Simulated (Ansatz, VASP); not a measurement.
Mo: VASP beside Ansatz

File INCAR:

```
SYSTEM = Mo
  PREC = Accurate
  ENCUT = 520
  EDIFF = 1E-6
  ISMEAR = 0
  SIGMA = 0.15
  LREAL = .False.
  LASPH = .True.
  NELM = 100
  ALGO = Fast
  ISIF = 2
  LWAVE = .False.
  LCHARG = .True.
  GGA = PE
  LELF = .True.
  LVHAR = .True.
  NBANDS = 13
```

Contents of KPOINTS:

```
Automatic mesh
0
Gamma
  22 22 22
  0 0 0
```

POSCAR

```
Mo
1.0
    0.0000000000      1.9500256052      2.2756798813
    1.9500256052      0.0000000000      2.2756798813
    1.9500256052      1.9500256052      0.0000000000
Mo
1
Direct
    0.0000000000      0.0000000000      0.0000000000
```

Input for Ansatz:

```yaml
crystal:
  lattice:
    - [0.0, 1.9500256052, 2.2756798813]
    - [1.9500256052, 0.0, 2.2756798813]
    - [1.9500256052, 1.9500256052, 0.0]
  atoms:
    - { symbol: Mo, position: [0.0, 0.0, 0.0] }
basis:
  ecutwfc: 420
kpoints:
  mp_grid: { grid: [22, 22, 22] }
hamiltonian:
  xc: pbe
scf:
  occupations: { method: gaussian, width: 0.15 }
output:
  forces: true
  stress: true
  eigenvalues: true
```

Alike in both runs: task single point; functional PBE; k mesh 22 × 22 × 22; occupations gaussian, width 0.15 eV; no spin polarisation.

```csv
,VASP,Ansatz
version,VASP 6.6.1,Ansatz 0.2.0
potentials or method,"VASP PAW PBE potentials, release 64 (Mo_sv)","scalar-relativistic, plane waves, PAW"
plane-wave cutoff (eV),520,420
valence electrons in the cell,14,14
```

|  | VASP | Ansatz | Ansatz less VASP |
| --- | --- | --- | --- |
| gap on the k mesh at the Fermi level (eV) | none | none | - |
| pressure (GPa) | -15.0 | -15.3 | -0.32 |
| largest component of the traceless stress (GPa) | 4.52 | 4.56 | +0.042 |

A gap of «none» marks a metal or a gap that the smearing closes.

Caveats: so large a pressure means that the cell lies far from this level's equilibrium, or that cutoff or potentials fall short (VASP).
